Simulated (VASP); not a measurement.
# KBr (I4/mmm) in VASP: settings compared

Aim: see how the results for KBr move with the level of theory and the settings. Levels: PBE, HSE06. Tasks: single point.

Program: VASP 6.6.1. These are calculated values, not measurements. Logs are shortened: lines on timing, memory, paths and dates and some standing lists are left out, and cuts for length are marked.

## Step 1: The cell of the first run

Symmetry: I4/mmm, No. 139, tetragonal system. The conventional cell has a = 4.670 Å, b = 4.670 Å, c = 6.903 Å, α = 90.00°, β = 90.00°, γ = 90.00°. K (site symmetry 4/mmm) is surrounded by 6 Br at 3.30 to 3.45 Å. Around Br (site symmetry 4/mmm) lie 6 K at 3.30 to 3.45 Å.

The cell was built by a generator and needn't be a form met in nature.

## Step 2: Single point, PBE (uniaxial_x strain +4.5%)

Input file INCAR:

```
PREC = Accurate
ENCUT = 520
EDIFF = 1E-6
ISMEAR = -1
SIGMA = 0.02
LREAL = F
LASPH = T
NELM = 100
ALGO = Fast
ISIF = 2
LWAVE = F
LCHARG = F
GGA = PE
NBANDS = 15
```

Input file KPOINTS:

```
Automatic mesh
0
Gamma
  6 6 6
```

Input file POSCAR:

```
KBr
1.0
    0.0000000000      3.3022478201      3.3022478201
    3.4515094216      0.0000000000      3.3022478201
    3.4515094216      3.3022478201      0.0000000000
K Br
1 1
Direct
    0.0000000000      0.0000000000      0.0000000000
    0.5000000000      0.5000000000      0.5000000000
```

Potentials or basis: VASP PAW PBE potentials, release 64 (K_sv, Br).

The run is started by

```bash
> cat potpaw_PBE.64/K_sv/POTCAR potpaw_PBE.64/Br/POTCAR > POTCAR
> mpirun -np 1 vasp_std > vasp.out
```

OUTCAR:

```text
PREC = Accurate
   ENCUT = 520
   EDIFF = 1E-6
   ISMEAR = -1
   LREAL = F
   LASPH = T
   NELM = 100
   ISIF = 2
   GGA = PE

 ion  position               nearest neighbor table
   1  0.000  0.000  0.000-   2 3.30   2 3.30   2 3.30   2 3.30
   2  0.500  0.500  0.500-   1 3.30   1 3.30   1 3.30   1 3.30

  LATTYP: Found a body centered tetragonal cell.
 ALAT       =     4.6700836535
 C/A-ratio  =     1.4781360154

  Lattice vectors:

 A1 = (   3.4515094216,   0.0000000000,   3.3022478201)
 A2 = (   3.4515094216,   0.0000000000,  -3.3022478201)
 A3 = (  -3.4515094216,   3.3022478201,   0.0000000000)

Analysis of symmetry for initial positions (statically):
=====================================================================
 Subroutine PRICEL returns:
 Original cell was already a primitive cell.

 Routine SETGRP: Setting up the symmetry group for a
 body centered tetragonal supercell.

 Subroutine GETGRP returns: Found 16 space group operations
 (whereof 16 operations were pure point group operations)
 out of a pool of 16 trial point group operations.

The static configuration has the point symmetry D_4h.

Analysis of symmetry for dynamics (positions and initial velocities):
=====================================================================
 Subroutine PRICEL returns:
 Original cell was already a primitive cell.

 Routine SETGRP: Setting up the symmetry group for a
 body centered tetragonal supercell.

 Subroutine GETGRP returns: Found 16 space group operations
 (whereof 16 operations were pure point group operations)
 out of a pool of 16 trial point group operations.

The dynamic configuration has the point symmetry D_4h.

 Subroutine INISYM returns: Found 16 space group operations
 (whereof 16 operations are pure point group operations),
 and found     1 'primitive' translations

----------------------------------------------------------------------------------------

                                     Primitive cell

  volume of cell :      75.2763

  direct lattice vectors                    reciprocal lattice vectors
     0.000000000  3.302247820  3.302247820    -0.144864156  0.151412016  0.151412016
     3.451509422  0.000000000  3.302247820     0.144864156 -0.151412016  0.151412016
     3.451509422  3.302247820  0.000000000     0.144864156  0.151412016 -0.151412016

  length of vectors
[... 89 lines left out ...]
   ISYM   =      2    0-nonsym 1-usesym 2-fastsym
   POTIM  = 0.5000    time-step for ionic-motion
   TEBEG  =    0.0;   TEEND  =   0.0 temperature during run
   PSTRESS=    0.0 pullay stress
   NELECT =      16.0000    total number of electrons
   NUPDOWN=      -1.0000    fix difference up-down
   EMIN   =  10.00;   EMAX   =-10.00  energy-range for DOS
   EFERMI =   0.00;   METHOD = LEGACY
   ISMEAR =    -1;   SIGMA  =   0.02  broadening in eV -4-tet -1-fermi 0-gaus
   EFERMI_NEDOS =   21; number of points for ismear=-14 and -15
   IALGO  =     68    algorithm
   IMIX   =      4    mixing-type and parameters
     AMIX     =   0.40;   BMIX     =  1.00
     AMIX_MAG =   1.60;   BMIX_MAG =  1.00
  volume/ion in A,a.u.               =      37.64       253.99
  Fermi-wavevector in a.u.,A,eV,Ry     =   0.977002  1.846266 12.987203  0.954533
  Thomas-Fermi vector in A             =   2.107665
   LORBIT       =      0    0 simple, 1 ext, 2 COOP (PROOUT), +10 PAW based schemes
   GGA     = PE    functional components
   LHFCALC =     F    Hartree Fock is set to
   AEXX    =    0.0000 exact exchange contribution
   IVDW    =     0    specifies the selected vdW correction
   LEPSILON=     F    determine dielectric tensor
   LRPA    =     F    only Hartree local field effects (RPA)
 non-spin polarized calculation
 RMM-DIIS sequential band-by-band and
  energy-cutoff  :      520.00
  volume of cell :       75.28
 maximum number of plane-waves:      2076
   NGX = 17   NGY = 17   NGZ = 17

 number of electron      16.0000000 magnetization

 Free energy of the ion-electron system (eV)
  ---------------------------------------------------
  ext. energy  EPLUGINS =         0.00000000
  ---------------------------------------------------
  free energy    TOTEN  =        -6.21613249 eV

  energy without entropy =       -6.21613249  energy(sigma->0) =       -6.21613249

 E-fermi :  -1.4982     XC(G=0):  -7.1851

 val. band max:       -1.9135630175   @ k =   0.0000   0.0000   0.0000
 cond. band min:       2.3931364075   @ k =   0.0000   0.0000   0.0000
 fundamental gap:      4.3066994249
 Fermi energy:        -1.4981536990

 k-point     1 :       0.0000    0.0000    0.0000
  band No.  band energies     occupation
      1     -29.7955      2.00000
      2     -14.1583      2.00000
      3     -13.2740      2.00000
      4     -13.2685      2.00000
      5     -13.2685      2.00000
      6      -1.9256      2.00000
      7      -1.9136      2.00000
      8      -1.9136      2.00000
      9       2.3931      0.00000
     10       5.5053      0.00000
     11       5.7638      0.00000
     12       5.7638      0.00000
     13       6.3833      0.00000
     14       6.5615      0.00000
[... 401 lines left out ...]
      2     -14.1894      2.00000
      3     -13.3114      2.00000
      4     -13.2983      2.00000
      5     -13.1811      2.00000
      6      -2.6709      2.00000
      7      -2.4107      2.00000
      8      -2.2588      2.00000
      9       5.1565      0.00000
     10       5.5271      0.00000
     11       6.4964      0.00000
     12       7.1126      0.00000
     13       8.3310      0.00000
     14       8.3756      0.00000
     15       8.6249      0.00000

 [... further k-points ...]

------------------------ aborting loop because EDIFF is reached ----------------------------------------

  FORCE on cell =-STRESS in cart. coord.  units (eV):
  Direction    XX          YY          ZZ          XY          YZ          ZX
  --------------------------------------------------------------------------------------
  -------------------------------------------------------------------------------------
  Total       -0.2729080      0.2199509      0.2199509      0.0000000      0.0000000      0.0000000
  in kB       -5.8085589      4.6814239      4.6814239      0.0000000      0.0000000      0.0000000
  external PRESSURE =       1.1847629 kB  Pullay stress =       0.0000000 kB

 VOLUME and BASIS-vectors are now :
 -----------------------------------------------------------------------------
  energy-cutoff  :      520.00
  volume of cell :       75.28
      direct lattice vectors                 reciprocal lattice vectors
     0.000000000  3.302247820  3.302247820    -0.144864156  0.151412016  0.151412016
     3.451509422  0.000000000  3.302247820     0.144864156 -0.151412016  0.151412016
     3.451509422  3.302247820  0.000000000     0.144864156  0.151412016 -0.151412016

 POSITION                                       TOTAL-FORCE (eV/Angst)
 -----------------------------------------------------------------------------------
      0.00000      0.00000      0.00000         0.000000      0.000000     -0.000000
      3.45151      3.30225      3.30225         0.000000     -0.000000      0.000000
 -----------------------------------------------------------------------------------
    total drift:                                0.000000      0.000000      0.000000

  FREE ENERGIE OF THE ION-ELECTRON SYSTEM (eV)
  ---------------------------------------------------
  free  energy   TOTEN  =        -6.2161324868 eV

  energy  without entropy=       -6.2161324868  energy(sigma->0) =       -6.21613249
```

It took 32 s on 1 thread of Intel Xeon Platinum 8488C (Sapphire Rapids), shared host; peak memory 0.21 GiB.

What came out:

```
Free energy            : -6.2161 eV
Pressure               : 0.1 GPa
Band gap on the k mesh : 4.31 eV, direct
```

Levels at points of the mesh, in eV from the valence-band top:
```
           k point  band 5  band 6  band 7  band 8  band 9  band 10  band 11  band 12
(0.00, 0.00, 0.00)  -11.35   -0.01    0.00    0.00    4.31     7.42     7.68     7.68
(0.50, 0.00, 0.00)  -11.12   -1.10   -0.31   -0.30    6.48     8.04     9.63     9.65
(0.50, 0.50, 0.00)  -11.39   -0.75   -0.31   -0.27    5.89     7.05     9.32     9.33
(0.00, 0.50, 0.50)  -11.38   -0.80   -0.24   -0.24    5.94     7.00     9.08     9.23
```

## Step 3: Single point, HSE06 (shear_xy strain +1.8%)

Input file POSCAR:

```
KBr
1.0
    0.0295551180      3.3022478201      3.3022478201
    3.3022478201      0.0295551180      3.3022478201
    3.3318029381      3.3318029381      0.0000000000
K Br
1 1
Direct
    0.0000000000      0.0000000000      0.0000000000
    0.5000000000      0.5000000000      0.5000000000
```

Input file INCAR.step1:

```
ALGO = Normal
EDIFF = 1E-5
ENCUT = 520
GGA = PE
ISIF = 2
ISMEAR = 0
LASPH = T
LCHARG = F
LREAL = F
LWAVE = T
NBANDS = 15
NELM = 100
PREC = Accurate
SIGMA = 0.01
```

Input file INCAR.step2:

```
ALGO = Normal
EDIFF = 1E-6
ENCUT = 520
GGA = PE
HFSCREEN = 0.2079
ISIF = 2
ISMEAR = 0
ISTART = 1
LASPH = T
LCHARG = F
LHFCALC = T
LREAL = F
LWAVE = F
NBANDS = 15
NELM = 100
PREC = Accurate
PRECFOCK = Normal
SIGMA = 0.01
```

Input file KPOINTS:

```
k-points
0
Gamma
  4 4 4
```

Potentials or basis: VASP PAW PBE potentials, release 64 (K_sv, Br).

The run is started by

```bash
> cat potpaw_PBE.64/K_sv/POTCAR potpaw_PBE.64/Br/POTCAR > POTCAR
> cp INCAR.step1 INCAR
> mpirun -np 1 vasp_std > vasp.out
> cp INCAR.step2 INCAR
> mpirun -np 1 vasp_std > vasp.out
```

OUTCAR:

```text
EDIFF = 1E-6
   ENCUT = 520
   GGA = PE
   HFSCREEN = 0.2079
   ISIF = 2
   ISMEAR = 0
   ISTART = 1
   LASPH = T
   LHFCALC = T
   LREAL = F
   NELM = 100
   PREC = Accurate
   PRECFOCK = Normal

 ion  position               nearest neighbor table
   1  0.000  0.000  0.000-   2 3.30   2 3.30   2 3.30   2 3.30   2 3.30   2 3.30
   2  0.500  0.500  0.500-   1 3.30   1 3.30   1 3.30   1 3.30   1 3.30   1 3.30

  LATTYP: Found a body centered orthorhombic cell.
 ALAT       =     4.6282864048
 B/A-ratio  =     1.0180616518
 C/A-ratio  =     1.4269850788

  Lattice vectors:

 A1 = (   3.3022478201,   0.0295551180,  -3.3022478201)
 A2 = (  -3.3022478201,  -0.0295551180,  -3.3022478201)
 A3 = (   0.0295551180,   3.3022478201,   3.3022478201)

Analysis of symmetry for initial positions (statically):
=====================================================================
 Subroutine PRICEL returns:
 Original cell was already a primitive cell.

 Routine SETGRP: Setting up the symmetry group for a
 body centered orthorhombic supercell.
[... 180 lines left out ...]
      2     -15.9409      2.00000
      3     -14.7162      2.00000
      4     -14.7155      2.00000
      5     -14.7147      2.00000
      6      -2.6399      2.00000
      7      -2.6204      2.00000
      8      -2.5990      2.00000
      9       2.9725      0.00000
     10       6.2710      0.00000
     11       6.3480      0.00000
     12       6.4247      0.00000
     13       7.2974      0.00000
     14       7.2994      0.00000
[... 293 lines left out ...]
      2     -15.9245      2.00000
      3     -14.7848      2.00000
      4     -14.7751      2.00000
      5     -14.6161      2.00000
      6      -3.2527      2.00000
      7      -3.2299      2.00000
      8      -3.1770      2.00000
      9       6.0218      0.00000
     10       6.0373      0.00000
     11       6.9670      0.00000
     12       7.8859      0.00000
     13       9.5409      0.00000
     14       9.9612      0.00000
     15      10.1676      0.00000

------------------------ aborting loop because EDIFF is reached ----------------------------------------

  FORCE on cell =-STRESS in cart. coord.  units (eV):
  Direction    XX          YY          ZZ          XY          YZ          ZX
  --------------------------------------------------------------------------------------
  -------------------------------------------------------------------------------------
  Total        0.2023212      0.2023212      0.2014420     -0.0424995      0.0000000      0.0000000
  in kB        4.5011955      4.5011955      4.4816352     -0.9455186      0.0000000      0.0000000
  external PRESSURE =       4.4946754 kB  Pullay stress =       0.0000000 kB

 VOLUME and BASIS-vectors are now :
 -----------------------------------------------------------------------------
  energy-cutoff  :      520.00
  volume of cell :       72.02
      direct lattice vectors                 reciprocal lattice vectors
     0.029555118  3.302247820  3.302247820    -0.152779392  0.152779392  0.151412016
     3.302247820  0.029555118  3.302247820     0.152779392 -0.152779392  0.151412016
     3.331802938  3.331802938  0.000000000     0.150068899  0.150068899 -0.151412016

 POSITION                                       TOTAL-FORCE (eV/Angst)
 -----------------------------------------------------------------------------------
      0.00000      0.00000      0.00000        -0.000000     -0.000000     -0.000000
      3.33180      3.33180      3.30225         0.000000      0.000000      0.000000
 -----------------------------------------------------------------------------------
    total drift:                                0.000000      0.000000     -0.000000

  FREE ENERGIE OF THE ION-ELECTRON SYSTEM (eV)
  ---------------------------------------------------
  free  energy   TOTEN  =        -7.1690641774 eV

  energy  without entropy=       -7.1690641774  energy(sigma->0) =       -7.16906418
```

OUTCAR.step1:

```text
EDIFF = 1E-5
   ENCUT = 520
   GGA = PE
   ISIF = 2
   ISMEAR = 0
[... 540 lines left out ...]
 -----------------------------------------------------------------------------------
      0.00000      0.00000      0.00000         0.000000     -0.000000      0.000000
      3.33180      3.33180      3.30225        -0.000000      0.000000     -0.000000
 -----------------------------------------------------------------------------------
    total drift:                                0.000000      0.000000      0.000000

  FREE ENERGIE OF THE ION-ELECTRON SYSTEM (eV)
  ---------------------------------------------------
  free  energy   TOTEN  =        -6.2149609186 eV

  energy  without entropy=       -6.2149609186  energy(sigma->0) =       -6.21496092
```

OSZICAR.step1:

```text
N       E                     dE             d eps       ncg     rms          rms(c)
DAV:   1     0.973973578315E+02    0.97397E+02   -0.68799E+03   540   0.935E+02
DAV:   2     0.273784900214E-01   -0.97370E+02   -0.90337E+02   715   0.229E+02
DAV:   3    -0.615647113138E+01   -0.61838E+01   -0.61547E+01   708   0.503E+01
DAV:   4    -0.638648302080E+01   -0.23001E+00   -0.22993E+00   876   0.896E+00
DAV:   5    -0.638838787266E+01   -0.19049E-02   -0.19048E-02   722   0.903E-01    0.310E+00
DAV:   6    -0.621607631428E+01    0.17231E+00   -0.21925E-01   687   0.224E+00    0.226E+00
DAV:   7    -0.620493340064E+01    0.11143E-01   -0.10960E-01   729   0.177E+00    0.103E+00
DAV:   8    -0.621389864086E+01   -0.89652E-02   -0.11630E-02   592   0.794E-01    0.120E-01
DAV:   9    -0.621463029678E+01   -0.73166E-03   -0.76613E-04   708   0.167E-01    0.766E-02
DAV:  10    -0.621494223031E+01   -0.31193E-03   -0.32237E-04   554   0.103E-01    0.129E-02
DAV:  11    -0.621495913604E+01   -0.16906E-04   -0.28831E-05   706   0.300E-02    0.568E-03
DAV:  12    -0.621496091861E+01   -0.17826E-05   -0.40200E-06   417   0.133E-02
   1 F= -.62149609E+01 E0= -.62149609E+01  d E =-.358919E-17
```

Run time: 14 min. Hardware: 1 thread of Intel Xeon Platinum 8488C (Sapphire Rapids), shared host; peak memory 0.33 GiB.

What came out:

```
Free energy            : -7.1691 eV
Pressure               : 0.4 GPa
Band gap on the k mesh : 5.57 eV, direct
```

Stress tensor (GPa, compression positive):
```
 0.45 -0.09  0.00
-0.09  0.45  0.00
 0.00  0.00  0.45
```

Levels at points of the mesh, in eV from the valence-band top:
```tsv
k point	band 6	band 7	band 8	band 9	band 10	band 11
(0.00, 0.00, 0.00)	-0.04	-0.02	0.00	5.57	8.87	8.95
(0.50, 0.00, 0.00)	-1.25	-0.39	-0.36	7.72	9.59	11.27
(0.50, 0.50, 0.00)	-0.89	-0.36	-0.30	7.05	8.46	10.75
(0.00, 0.00, 0.50)	-1.25	-0.36	-0.33	7.73	9.53	11.29
(0.50, 0.00, 0.50)	-0.89	-0.33	-0.33	7.05	8.46	10.75
```

Caveat: the PAW data sets were made with another functional, which shifts forces and pressure a little.

## Step 4: Single point, PBE (shear_xy strain +1.8%)

Input file INCAR:

```
ALGO = Normal ; EDIFF = 1E-7
ENCUT = 520 ; GGA = PE
ISIF = 2 ; ISMEAR = -1
LASPH = True ; LCHARG = False
LREAL = False ; LWAVE = False
NBANDS = 15 ; NELM = 100
PREC = Accurate ; SIGMA = 0.02
```

Input file KPOINTS:

```
k-points
0
Gamma
  6 6 6
```

POSCAR is that of step 3.

The run is started by

```bash
> cat potpaw_PBE.64/K_sv/POTCAR potpaw_PBE.64/Br/POTCAR > POTCAR
> mpirun -np 1 vasp_std > vasp.out
```

It took 38 s on 1 thread of Intel Xeon Platinum 8488C (Sapphire Rapids), shared host; peak memory 0.22 GiB.

The run converged. Its results:

| Property | Result |
| --- | --- |
| Free energy | -6.2154 eV |
| Pressure | 0.7 GPa |
| Band gap on the k mesh | 4.41 eV, direct |

Stress tensor (GPa, compression positive):
```
 0.72 -0.09  0.00
-0.09  0.72  0.00
 0.00  0.00  0.72
```

Levels at points of the mesh, in eV from the valence-band top:
```csv
k point,band 6,band 7,band 8,band 9,band 10,band 11
"(0.00, 0.00, 0.00)",-0.04,-0.02,0.00,4.41,7.51,7.58
"(0.50, 0.00, 0.00)",-1.19,-0.38,-0.35,6.56,8.23,9.71
"(0.50, 0.50, 0.00)",-0.83,-0.33,-0.28,5.85,7.17,9.35
"(0.00, 0.00, 0.50)",-1.20,-0.35,-0.32,6.57,8.18,9.68
"(0.50, 0.00, 0.50)",-0.83,-0.31,-0.30,5.85,7.17,9.34
```

## Step 5: Single point, PBE (shear_111 strain +2.6%)

Input file INCAR:

```
SYSTEM = KBr
  PREC = Accurate
  ENCUT = 520
  EDIFF = 1E-6
  ISMEAR = -1
  SIGMA = 0.02
  LREAL = .FALSE.
  LASPH = .TRUE.
  NELM = 100
  ALGO = Fast
  ISIF = 2
  LWAVE = .FALSE.
  LCHARG = .TRUE.
  GGA = PE
  LELF = .TRUE.
  LVHAR = .TRUE.
  NBANDS = 15
```

Input file KPOINTS:

```
Automatic mesh
0
G
  6 6 6
  0 0 0
```

Input file POSCAR:

```
KBr
1.0
    0.0563583628      3.3586061829      3.3586061829
    3.3586061829      0.0563583628      3.3586061829
    3.3586061829      3.3586061829      0.0563583628
K Br
1 1
Direct
    0.0000000000      0.0000000000      0.0000000000
    0.5000000000      0.5000000000      0.5000000000
```

The run is started by

```bash
> cat potpaw_PBE.64/K_sv/POTCAR potpaw_PBE.64/Br/POTCAR > POTCAR
> mpirun -np 1 vasp_std > vasp.out
```

It took 38 s on 1 thread of Intel Xeon Platinum 8488C (Sapphire Rapids), shared host; peak memory 0.21 GiB.

The run converged. Its results:

* Free energy: -6.2208 eV
* Pressure: 0.3 GPa
* Band gap on the k mesh: 4.34 eV, direct

Stress tensor (GPa, compression positive):
```
 0.31 -0.09 -0.09
-0.09  0.31 -0.09
-0.09 -0.09  0.31
```

Levels at points of the mesh, in eV from the valence-band top:
```
           k point  band 4  band 5  band 6  band 7  band 8  band 9  band 10  band 11  band 12  band 13
(0.00, 0.00, 0.00)  -11.34  -11.34   -0.06    0.00    0.00    4.34     7.45     7.64     7.64     8.39
(0.50, 0.00, 0.00)  -11.34  -11.11   -1.14   -0.37   -0.32    6.51     8.13     9.61     9.76     9.86
(0.50, 0.50, 0.00)  -11.37  -11.37   -0.80   -0.32   -0.27    5.87     7.08     9.30     9.34     9.54
(0.50, 0.50, 0.50)  -11.34  -11.09   -1.15   -0.29   -0.29    6.52     8.02     9.62     9.62    10.05
```

## Step 6: The runs side by side

| level | cell | k mesh | smearing | exchange at q = 0 | grid for exact exchange (PRECFOCK) | screening parameter | gap on the mesh (eV) | pressure (GPa) |
| --- | --- | --- | --- | --- | --- | --- | --- | --- |
| PBE | uniaxial_x strain +4.5% | 6 × 6 × 6 | fermi-dirac 0.02 eV | - | - | - | 4.31 | 0.1 |
| HSE06 | shear_xy strain +1.8% | 4 × 4 × 4 | gaussian 0.01 eV | truncated | Normal | 0.2079 1/A | 5.57 | 0.4 |
| PBE | shear_xy strain +1.8% | 6 × 6 × 6 | fermi-dirac 0.02 eV | - | - | - | 4.41 | 0.7 |
| PBE | shear_111 strain +2.6% | 6 × 6 × 6 | fermi-dirac 0.02 eV | - | - | - | 4.34 | 0.3 |

Alike in all rows: task single point; potentials or basis VASP PAW PBE potentials, release 64 (K_sv, Br); no spin polarisation; cutoff (eV) 520.

Caveats: the PAW data sets were made with another functional, which shifts forces and pressure a little (some runs).

Total energies depend on the potentials used, so only differences within one code and one set of settings carry meaning.
